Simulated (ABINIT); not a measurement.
WC:

```
CELL_PARAMETERS angstrom
0.00000 2.19268 2.19268
2.19268 0.00000 2.19268
2.19268 2.19268 0.00000
ATOMIC_POSITIONS crystal
W 0.00000 0.00000 0.00000
C 0.50000 0.50000 0.50000
```

Measurements of this composition are mostly on another form, of space group No. 187.

Base run:

```yaml
Program: ABINIT 10.8.3 (patched build)
Functional: SCAN
Potentials_or_basis: JTH PAW PBE v2.0
Cutoff: 626 eV
k_mesh: 10 × 10 × 10
Occupations: fermi-dirac, width 0.05 eV
Spin: no spin polarisation
```

Its results: band gap on the k mesh none (metal or under the smearing width); pressure -8.1 GPa.

Problem. The run is repeated on the same cell with these changes: functional from SCAN to PBEsol. What comes out?

Solution. Band gap on the k mesh none (metal or under the smearing width); pressure -9.5 GPa.

Caveats: the highest band is partly filled, so the run has too few bands; the PAW data sets were made with another functional, which shifts forces and pressure a little.
